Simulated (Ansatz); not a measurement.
# AlN (P6_3mc) in Ansatz: notebook

The runs below take AlN through relaxation of cell and atoms, with PBE.

All numbers are computed with Ansatz 0.2.0; they aren't measurements. Logs are shortened: lines on timing, memory, paths and dates and some standing lists are left out, and cuts for length are marked.

## 1. The structure

It takes space group P6_3mc (No. 186, hexagonal). Conventional cell: a = 3.113 Å, b = 3.113 Å, c = 4.981 Å, α = 90.00°, β = 90.00°, γ = 120.00°. Al (site symmetry 3m) has 4 N at 1.89 Å as nearest neighbours. Around N (site symmetry 3m) lie 4 Al at 1.89 Å.

## 2. Relaxation of cell and atoms, PBE

input.yaml reads:

```yaml
crystal:
  lattice:
    - [3.113, 0.0, 0.0]
    - [-1.5565, 2.695937082, 0.0]
    - [0.0, 0.0, 4.981]
  atoms:
    - { symbol: Al, position: [0.6666666667, 0.3333333333, 0.5] }
    - { symbol: Al, position: [0.3333333333, 0.6666666667, 0.0] }
    - { symbol: "N", position: [0.6666666667, 0.3333333333, 0.88] }
    - { symbol: "N", position: [0.3333333333, 0.6666666667, 0.38] }
kpoints:
  mp_grid: { grid: [10, 10, 6] }
scf:
  occupations: { method: fermi_dirac, width: 0.05 }
hamiltonian:
  xc: pbe
  pseudopotentials: { kind: all_electron, lapw: { basis_error: 0.002 } }
output:
  forces: true
  stress: true
relax:
  f_tol: 0.01
  max_steps: 60
  cell: {}
```

Potentials or basis: all-electron LAPW, scalar-relativistic.

Command:

```console
$ ansatz run input.yaml --threads 2 --pin off --max-ram 6144MiB --backend cpu --events-out ev --progress --plain --runs-dir out
```

Standard output:

```text
Warning: RAYON_NUM_THREADS=2 ignored (pool sized by the plan → 2); use --threads N
The last accepted step is kept in <dir> (removed where the run ends without a failure and the disk answers)
LAPW: plane waves up to 9.852 Å⁻¹, error target 2.0e-3 eV per atom; small_component_spin mean_spin; N in spheres of 0.878 Å, 7 of its electrons in bands, Dirac shells []; Al in spheres of 0.958 Å, 11 of its electrons in bands, Dirac shells [] (how accurate: hamiltonian.pseudopotentials.lapw.basis_error, Limitations)
Engine: ansatz 0.2.0, x86_64-unknown-linux-gnu
Pseudopotentials: kind: all_electron
Pseudopotential: Al, LAPW, valence charge 11, lapw/all_electron/scalar/gaussian/Al, Koelling and Harmon's equation, gaussian nucleus
Pseudopotential: N, LAPW, valence charge 7, lapw/all_electron/scalar/gaussian/N, Koelling and Harmon's equation, gaussian nucleus
Functional definition: PBE
  parameter kappa = 0.804
  parameter beta = 0.06672455060314922
  exchange = pbe_x(kappa = kappa, mu = beta*pi^2/3)
  correlation = pbe_c(beta = beta)
Crystal: 4 atoms, lattice volume = 41.803 Å³
Basis set: ecut = 369.8287882615956 eV, 687 PW (Γ), exchange–correlation at level 2
Bands: 22, of which v1, the nominal top of the filled ones, is band 18 counted from 1 (17 counted from 0)
Symmetry: 12 space group operations
Space group: P63mc (ITA 186), of the structure as read, at distance tolerance 3.5e-5 Å
k-points: 56 of 600 (time reversal used)
Non-local potential: Al, projectors of the file, none
Non-local potential: N, projectors of the file, none
Initial density: superposition of atomic densities (chi_scale 0.1, normalization cell, long waves kept (reshape's long-wave potential 0.00 eV rms))
Initial wavefunctions: plane waves of lowest kinetic energy (no species holds an atomic orbital)
Functional: x = pbe(κ = 0.804, μ = 0.2195149727645171), c = pbe(β = 0.06672455060314922)
iter 1 solved again at ethr=3.25e-2 eV; its pass at ethr=1.00e-1 eV (dr2=1.17e1 eV) is discarded
SCF iter   1: F=—  HF=-16205.561230 eV  |F-HF|=—  |Δ(HF+E_count)|=         —  Δρ=1.53e-1  dr2=1.17e1  ethr=3.25e-2  ⟨swp⟩=2.0  Hψ=8451  notcnv=0
preconditioner: auto → Resta (q_TF=auto, 2.661 Å⁻¹)  ε∞=3.5  [insulator: Δε(μ)=5.911 eV  Ē_g=14.644 eV  σ=0.050 eV  W_gap=1.00  n_scr=22 (ndim 8)  ℏωp=23.0 eV  f_vac=0.000  D(μ)=0.00/eV (n_scr^D=0)  ε∞_Penn≈3.5]
iter 2 solved again at ethr=1.31e-3 eV; its pass at ethr=3.25e-2 eV (dr2=4.70e-1 eV) is discarded
SCF iter   2: F=—  HF=-16200.858319 eV  |F-HF|=—  |Δ(HF+E_count)|=    4.70e0  Δρ=3.58e-2  dr2=4.69e-1  ethr=1.31e-3  ⟨swp⟩=2.1  Hψ=6585  notcnv=0  defer=1
SCF iter   3: F=—  HF=-16200.820452 eV  |F-HF|=—  |Δ(HF+E_count)|=         —  Δρ=2.65e-2  dr2=3.41e-1  ethr=1.30e-3  ⟨swp⟩=2.0  Hψ=3746  notcnv=0
the basis was enlarged: its passes take 469.9 KiB over the memory plan, 2 of 2 planned eigensolver slots
SCF iter   4: F=—  HF=-16200.805930 eV  |F-HF|=—  |Δ(HF+E_count)|=   1.45e-2  Δρ=9.37e-3  dr2=3.59e-2  ethr=9.47e-4  ⟨swp⟩=2.0  Hψ=3634  notcnv=0
SCF iter   5: F=—  HF=-16200.805691 eV  |F-HF|=—  |Δ(HF+E_count)|=   2.39e-4  Δρ=2.14e-3  dr2=2.08e-3  ethr=9.96e-5  ⟨swp⟩=2.0  Hψ=3706  notcnv=0
SCF iter   6: F=—  HF=-16200.806125 eV  |F-HF|=—  |Δ(HF+E_count)|=   4.35e-4  Δρ=4.27e-4  dr2=1.07e-4  ethr=5.77e-6  ⟨swp⟩=2.0  Hψ=3529  notcnv=0
SCF iter   7: F=—  HF=-16200.806171 eV  |F-HF|=—  |Δ(HF+E_count)|=   4.56e-5  Δρ=3.24e-5  dr2=4.29e-7  ethr=2.96e-7  ⟨swp⟩=3.0  Hψ=3892  notcnv=0
SCF iter   8: F=-16200.806170 eV  HF=-16200.806170 eV  |F-HF|=1.12e-8  |Δ(HF+E_count)|=   6.99e-7  Δρ=7.69e-6  dr2=2.13e-8  ethr=1.19e-9  ⟨swp⟩=3.0  Hψ=3948  notcnv=0
SCF 1 converged in 8 iterations: F = -16200.806170 eV  dr2 = 2.13e-8
relax step   1: F+E_penalty+E_count = -16200.80617024 eV  Δ(F+E_penalty+E_count) = +0.000e0 eV  max|allowed force component| = 1.287e-1 eV/Å  Δτ_max = 0.0000 Å  P = +3.628 GPa  Ω = 41.803 Å³  (8 SCF iters, accepted)
Crystal: 4 atoms, lattice volume = 42.179 Å³
Basis set: ecut = 367.6273601610997 eV, 687 PW (Γ), exchange–correlation at level 2
Initial density: handed on by an earlier stage of this run
Initial wavefunctions: those handed on with the density
iter 1 solved again at ethr=4.82e-7 eV; its pass at ethr=1.00e-1 eV (dr2=1.74e-4 eV) is discarded
SCF iter   1: F=—  HF=-16200.813152 eV  |F-HF|=—  |Δ(HF+E_count)|=         —  Δρ=5.71e-4  dr2=1.53e-4  ethr=4.82e-7  ⟨swp⟩=4.4  Hψ=6699  notcnv=0
preconditioner: auto → Resta (q_TF=auto, 2.657 Å⁻¹)  ε∞=4.1  [insulator: Δε(μ)=4.134 eV  Ē_g=13.058 eV  σ=0.050 eV  W_gap=1.00  n_scr=22 (ndim 8)  ℏωp=22.9 eV  f_vac=0.003  D(μ)=0.00/eV (n_scr^D=0)  ε∞_Penn≈4.1]
SCF iter   2: F=—  HF=-16200.813082 eV  |F-HF|=—  |Δ(HF+E_count)|=   6.98e-5  Δρ=2.25e-4  dr2=2.39e-5  ethr=4.26e-7  ⟨swp⟩=3.0  Hψ=3720  notcnv=0
SCF iter   3: F=—  HF=-16200.813079 eV  |F-HF|=—  |Δ(HF+E_count)|=   3.33e-6  Δρ=1.36e-4  dr2=9.50e-6  ethr=6.63e-8  ⟨swp⟩=2.0  Hψ=3522  notcnv=0
iter 4 solved again at ethr=1.14e-9 eV; its pass at ethr=2.64e-8 eV (dr2=4.10e-7 eV) is discarded
SCF iter   4: F=—  HF=-16200.813079 eV  |F-HF|=—  |Δ(HF+E_count)|=   3.35e-7  Δρ=2.73e-5  dr2=4.07e-7  ethr=1.14e-9  ⟨swp⟩=2.0  Hψ=6173  notcnv=0
SCF iter   5: F=-16200.813079 eV  HF=-16200.813079 eV  |F-HF|=2.75e-9  |Δ(HF+E_count)|=   1.58e-7  Δρ=6.12e-6  dr2=1.94e-8  ethr=1.13e-9  ⟨swp⟩=3.0  Hψ=3674  notcnv=0
SCF 2 converged in 5 iterations: F = -16200.813079 eV  dr2 = 1.94e-8
relax step   2: F+E_penalty+E_count = -16200.81307904 eV  Δ(F+E_penalty+E_count) = -6.909e-3 eV  max|allowed force component| = 9.108e-2 eV/Å  Δτ_max = 0.0007 Å  P = +1.800 GPa  Ω = 42.179 Å³  (5 SCF iters, accepted)
Crystal: 4 atoms, lattice volume = 42.563 Å³
Basis set: ecut = 365.41330520165593 eV, 687 PW (Γ), exchange–correlation at level 2
iter 1 solved again at ethr=5.62e-7 eV; its pass at ethr=1.00e-1 eV (dr2=2.02e-4 eV) is discarded
SCF iter   1: F=—  HF=-16200.815888 eV  |F-HF|=—  |Δ(HF+E_count)|=         —  Δρ=7.27e-4  dr2=2.44e-4  ethr=5.62e-7  ⟨swp⟩=4.3  Hψ=7259  notcnv=0
preconditioner: auto → Resta (q_TF=auto, 2.653 Å⁻¹)  ε∞=4.1  [insulator: Δε(μ)=4.046 eV  Ē_g=12.988 eV  σ=0.050 eV  W_gap=1.00  n_scr=22 (ndim 8)  ℏωp=22.8 eV  f_vac=0.003  D(μ)=0.00/eV (n_scr^D=0)  ε∞_Penn≈4.1]
SCF iter   2: F=—  HF=-16200.815787 eV  |F-HF|=—  |Δ(HF+E_count)|=   1.01e-4  Δρ=3.31e-4  dr2=5.06e-5  ethr=5.62e-7  ⟨swp⟩=3.0  Hψ=3702  notcnv=0
SCF iter   3: F=—  HF=-16200.815776 eV  |F-HF|=—  |Δ(HF+E_count)|=   1.12e-5  Δρ=1.69e-4  dr2=1.41e-5  ethr=1.40e-7  ⟨swp⟩=2.0  Hψ=3522  notcnv=0
iter 4 solved again at ethr=2.09e-9 eV; its pass at ethr=3.92e-8 eV (dr2=7.52e-7 eV) is discarded
SCF iter   4: F=—  HF=-16200.815775 eV  |F-HF|=—  |Δ(HF+E_count)|=   1.30e-6  Δρ=3.87e-5  dr2=7.48e-7  ethr=2.09e-9  ⟨swp⟩=2.0  Hψ=6160  notcnv=0
SCF iter   5: F=-16200.815775 eV  HF=-16200.815775 eV  |F-HF|=1.29e-8  |Δ(HF+E_count)|=   2.97e-7  Δρ=8.18e-6  dr2=3.60e-8  ethr=2.08e-9  ⟨swp⟩=3.0  Hψ=3645  notcnv=0
SCF 3 converged in 5 iterations: F = -16200.815775 eV  dr2 = 3.60e-8
relax step   3: F+E_penalty+E_count = -16200.81577534 eV  Δ(F+E_penalty+E_count) = -2.696e-3 eV  max|allowed force component| = 3.001e-2 eV/Å  Δτ_max = 0.0017 Å  P = +0.012 GPa  Ω = 42.563 Å³  (5 SCF iters, accepted)
Basis set: ecut = 365.41418448909394 eV, 687 PW (Γ), exchange–correlation at level 2
iter 1 solved again at ethr=1.25e-7 eV; its pass at ethr=1.00e-1 eV (dr2=4.51e-5 eV) is discarded
SCF iter   1: F=—  HF=-16200.815863 eV  |F-HF|=—  |Δ(HF+E_count)|=         —  Δρ=2.97e-4  dr2=3.98e-5  ethr=1.25e-7  ⟨swp⟩=4.9  Hψ=7327  notcnv=0
preconditioner: auto → Resta (q_TF=auto, 2.653 Å⁻¹)  ε∞=4.1  [insulator: Δε(μ)=4.041 eV  Ē_g=12.992 eV  σ=0.050 eV  W_gap=1.00  n_scr=22 (ndim 8)  ℏωp=22.8 eV  f_vac=0.003  D(μ)=0.00/eV (n_scr^D=0)  ε∞_Penn≈4.1]
SCF iter   2: F=—  HF=-16200.815851 eV  |F-HF|=—  |Δ(HF+E_count)|=   1.13e-5  Δρ=1.67e-4  dr2=1.23e-5  ethr=1.11e-7  ⟨swp⟩=2.0  Hψ=3522  notcnv=0
iter 3 solved again at ethr=8.87e-10 eV; its pass at ethr=3.41e-8 eV (dr2=3.19e-7 eV) is discarded
SCF iter   3: F=—  HF=-16200.815848 eV  |F-HF|=—  |Δ(HF+E_count)|=   2.82e-6  Δρ=2.90e-5  dr2=3.19e-7  ethr=8.87e-10  ⟨swp⟩=2.0  Hψ=6316  notcnv=0
SCF iter   4: F=-16200.815848 eV  HF=-16200.815848 eV  |F-HF|=7.87e-9  |Δ(HF+E_count)|=   7.07e-8  Δρ=5.47e-6  dr2=1.12e-8  ethr=8.86e-10  ⟨swp⟩=2.2  Hψ=3546  notcnv=0
SCF 4 converged in 4 iterations: F = -16200.815848 eV  dr2 = 1.12e-8
relax step   4: F+E_penalty+E_count = -16200.81584841 eV  Δ(F+E_penalty+E_count) = -7.307e-5 eV  max|allowed force component| = 1.293e-3 eV/Å  Δτ_max = 0.0016 Å  P = -0.005 GPa  Ω = 42.563 Å³  (4 SCF iters, accepted)
Crystal: 4 atoms, lattice volume = 42.562 Å³
Basis set: ecut = 365.4177379317318 eV, 687 PW (Γ), exchange–correlation at level 2
iter 1 solved again at ethr=7.82e-9 eV; its pass at ethr=1.00e-1 eV (dr2=2.82e-6 eV) is discarded
SCF iter   1: F=—  HF=-16200.815854 eV  |F-HF|=—  |Δ(HF+E_count)|=         —  Δρ=4.20e-5  dr2=7.74e-7  ethr=7.82e-9  ⟨swp⟩=4.9  Hψ=7481  notcnv=0
preconditioner: auto → Resta (q_TF=auto, 2.653 Å⁻¹)  ε∞=4.1  [insulator: Δε(μ)=4.044 eV  Ē_g=12.992 eV  σ=0.050 eV  W_gap=1.00  n_scr=22 (ndim 8)  ℏωp=22.8 eV  f_vac=0.003  D(μ)=0.00/eV (n_scr^D=0)  ε∞_Penn≈4.1]
SCF iter   2: F=—  HF=-16200.815853 eV  |F-HF|=—  |Δ(HF+E_count)|=   8.28e-7  Δρ=2.58e-5  dr2=3.05e-7  ethr=2.15e-9  ⟨swp⟩=2.0  Hψ=3522  notcnv=0
iter 3 solved again at ethr=4.57e-11 eV; its pass at ethr=8.48e-10 eV (dr2=1.64e-8 eV) is discarded
SCF iter   3: F=-16200.815853 eV  HF=-16200.815853 eV  |F-HF|=1.80e-8  |Δ(HF+E_count)|=   3.53e-8  Δρ=6.10e-6  dr2=1.63e-8  ethr=4.57e-11  ⟨swp⟩=2.0  Hψ=6058  notcnv=0
SCF 5 converged in 3 iterations: F = -16200.815853 eV  dr2 = 1.63e-8
relax step   5: F+E_penalty+E_count = -16200.81585268 eV  Δ(F+E_penalty+E_count) = -4.268e-6 eV  max|allowed force component| = 4.549e-4 eV/Å  Δτ_max = 0.0002 Å  P = +0.003 GPa  Ω = 42.562 Å³  (3 SCF iters, accepted)
iter 1 solved again at ethr=4.08e-11 eV; its pass at ethr=1.00e-1 eV (dr2=1.47e-8 eV) is discarded
SCF iter   1: F=—  HF=-16200.815849 eV  |F-HF|=—  |Δ(HF+E_count)|=         —  Δρ=6.13e-6  dr2=1.67e-8  ethr=4.08e-11  ⟨swp⟩=4.2  Hψ=6683  notcnv=0  reapply=11
preconditioner: auto → Resta (q_TF=auto, 2.653 Å⁻¹)  ε∞=4.1  [insulator: Δε(μ)=4.045 eV  Ē_g=12.992 eV  σ=0.050 eV  W_gap=1.00  n_scr=22 (ndim 8)  ℏωp=22.8 eV  f_vac=0.003  D(μ)=0.00/eV (n_scr^D=0)  ε∞_Penn≈4.1]
SCF iter   2: F=-16200.815848 eV  HF=-16200.815848 eV  |F-HF|=1.34e-9  |Δ(HF+E_count)|=   7.34e-7  Δρ=2.62e-6  dr2=3.17e-9  ethr=4.08e-11  ⟨swp⟩=3.0  Hψ=3919  notcnv=0
SCF 6 converged in 2 iterations: F = -16200.815848 eV  dr2 = 3.17e-9
relax step   6: F+E_penalty+E_count = -16200.81584839 eV  Δ(F+E_penalty+E_count) = +4.289e-6 eV  max|allowed force component| = 4.548e-4 eV/Å  Δτ_max = 0.0000 Å  P = +0.005 GPa  Ω = 42.562 Å³  stress off target by 1.11e-2 GPa  SCF on the basis re-selected at this cell (its energy is not comparable with the rows above)  (2 SCF iters)
basis re-selected at this cell: Δ(F+E_penalty+E_count) = +4.289e-6 eV, ΔP = +0.002 GPa vs the last step (what re-selecting the basis moved, after the strain that the cell walked since its last selection, with what the two solves' SCF thresholds leave and, on support functions, any second-order correction that the steps lacked; it is no measure of the basis error at this ecutwfc). This SCF's stress stands 1.11e-2 GPa from its target on what of the cell is left free (relax.cell.stress_tol is 5.00e-2 GPa) and its largest allowed force component is 4.55e-4 eV/Å (relax.f_tol is 1.00e-2 eV/Å): within both
SCF converged after 2 iterations
Free energy (F): -16200.815848 eV
Harris-Foulkes:  -16200.815848 eV  (|F-HF|=1.34e-9)
Internal energy: -16200.815848 eV  (E = F + TS)
E sigma→0 (E₀):  -16200.815848 eV
Fermi energy:    10.501385 eV
--- Per-component energies (eV) ---
  E_band       = -2422.392008
  E_kinetic    = 16219.939572
  E_xc         = -1394.034341
  E_electrostatic = -31026.721079  (all electrons and nuclei)
  E_smearing   = -0.000000  (= −TS)
  E_closure    = 0.000000  (closes the sum)
  E_atoms      = -16171.050877  (free atoms, spherical and without spin; not in F)
  Σ components = -16200.815848   (vs F -16200.815848, Δ=0.00e0)
  Basis errors (estimates in eV, not in F): energy 9.6e-4 per atom: plane waves 8.7e-4 (5.5e-4 summed), levels above the bands 4.7e-55, relativity 3.1e-8, radial functions 8.9e-5, core shells 9.0e-12; eigenvalues (radial functions only) 7.7e-6; not estimated: angular momenta, meshes, grids; target (lapw.basis_error) 2.0e-3; muffin-tin radii N 0.883 Å, Al 0.964 Å
--- Forces (eV/Å), atoms counted from 1 ---
  atom   1  Al    -0.00000000    -0.00000000     0.00044748
  atom   2  Al     0.00000000     0.00000000     0.00044748
  atom   3  N     -0.00000000    -0.00000000    -0.00046220
  atom   4  N      0.00000000     0.00000000    -0.00046220
  max |Σ_I F_I| component: 2.94e-5 eV/Å
--- Stress (GPa, compression-positive) ---
        0.011069      -0.000000      -0.000000
       -0.000000       0.011069      -0.000000
       -0.000000      -0.000000      -0.007455
  P = ⅓ Tr σ = 0.0049 GPa (0.049 kbar)
--- Relaxed structure (5 steps of the walk, 5 accepted, 1 SCFs on fresh bases) ---
  F+E_penalty+E_count = -16200.81584839 eV   max|allowed force component| = 4.548e-4 eV/Å   (the final SCF, on the basis selected at the relaxed cell)
  cell:  # Å, volume = 42.5620 Å³
    - [3.12966044368891, -6.165602723897709e-19, -6.694058574758469e-34]
    - [-1.564830221844455, 2.7103654494538736, 4.469072793217019e-34]
    - [-1.0710923790798001e-33, 2.0730820240254197e-34, 5.0176108533354]
  atoms:
    - { symbol: Al, position: [0.6666666666666665, 0.3333333333333333, 0.49923857470438066] }
    - { symbol: Al, position: [0.3333333333333333, 0.6666666666666666, -0.0007614252956194087] }
    - { symbol: N, position: [0.6666666666666665, 0.3333333333333333, 0.8807614252956194] }
    - { symbol: N, position: [0.3333333333333333, 0.6666666666666666, 0.38076142529561935] }
```

Run time: 1.8 min. Hardware: 2 threads of Intel Xeon at 2.50GHz (Skylake/Cascade Lake), shared host; peak memory 0.41 GiB.

What came out:

```yaml
Free_energy: -16200.8158 eV
Relaxed_volume: 10.64 Å³/atom
Relaxed_cell: a = 3.130 Å, b = 3.130 Å, c = 5.018 Å, α = 90.00°, β = 90.00°, γ = 120.00°
Space_group_after_relaxing_to_0.05_Å: P6_3mc (No. 186)
Energy_gained_by_relaxing: 2.4 meV/atom
Ionic_steps: 6
Pressure_after_relaxing: 0.0 GPa
Band_gap_on_the_k_mesh: 4.04 eV
```

Step by step:
```tsv
step	energy change (eV)	largest force (eV/Å)	volume (Å³)
1	0.0000	0.1287	41.80
2	-0.0069	0.0911	42.18
3	-0.0096	0.0300	42.56
4	-0.0097	0.0013	42.56
5	-0.0097	0.0005	42.56
6	-0.0097	0.0005	42.56
```

Final structure:
```cif
data_structure
_symmetry_space_group_name_H-M 'P 1'
_symmetry_Int_Tables_number 1
_cell_length_a 3.1297
_cell_length_b 3.1297
_cell_length_c 5.0176
_cell_angle_alpha 90.000
_cell_angle_beta 90.000
_cell_angle_gamma 120.000
_cell_volume 42.56
loop_
_atom_site_label
_atom_site_type_symbol
_atom_site_fract_x
_atom_site_fract_y
_atom_site_fract_z
_atom_site_occupancy
Al1 Al 0.66667 0.33333 0.49924 1
Al2 Al 0.33333 0.66667 0.99924 1
N1 N 0.66667 0.33333 0.88076 1
N2 N 0.33333 0.66667 0.38076 1
```

## 3. Relaxation of cell and atoms, PBE, target pressure 5 GPa, at which the enthalpy is minimised

Changes to input.yaml since step 2:

```diff
@@ -23,2 +23,2 @@
   max_steps: 60
-  cell: {}
+  cell: { p_target: 5 }
```

Potentials or basis: all-electron LAPW, scalar-relativistic.

Command:

```console
$ ansatz run input.yaml --threads 2 --pin off --max-ram 6144MiB --backend cpu --events-out ev --progress --plain --runs-dir out
```

Wall time 98 s (2 threads of Intel Xeon at 2.50GHz (Skylake/Cascade Lake), shared host); peak memory 0.41 GiB.

Results (log left out):

| Item | Value |
| --- | --- |
| Free energy | -16200.7999 eV |
| Relaxed volume | 10.38 Å³/atom |
| Relaxed cell | a = 3.106 Å, b = 3.106 Å, c = 4.970 Å, α = 90.00°, β = 90.00°, γ = 120.00° |
| Space group after relaxing (to 0.05 Å) | P6_3mc (No. 186) |
| Energy change on relaxing (the enthalpy is what falls) | +1.6 meV/atom |
| Ionic steps | 5 |
| Pressure after relaxing | 5.0 GPa |
| Band gap on the k mesh | 4.25 eV |

The path:
```tsv
step	energy change (eV)	largest force (eV/Å)	volume (Å³)
1	0.0000	0.1287	41.80
2	0.0030	0.0954	41.66
3	0.0058	0.0382	41.54
4	0.0063	0.0008	41.52
5	0.0063	0.0008	41.52
```

Final structure:
```cif
data_structure
_symmetry_space_group_name_H-M 'P 1'
_symmetry_Int_Tables_number 1
_cell_length_a 3.1058
_cell_length_b 3.1058
_cell_length_c 4.9703
_cell_angle_alpha 90.000
_cell_angle_beta 90.000
_cell_angle_gamma 120.000
_cell_volume 41.52
loop_
_atom_site_label
_atom_site_type_symbol
_atom_site_fract_x
_atom_site_fract_y
_atom_site_fract_z
_atom_site_occupancy
Al1 Al 0.66667 0.33333 0.49900 1
Al2 Al 0.33333 0.66667 0.99900 1
N1 N 0.66667 0.33333 0.88100 1
N2 N 0.33333 0.66667 0.38100 1
```

A k mesh can miss the band edges. As with any semilocal functional, this PBE gap is likely too small.
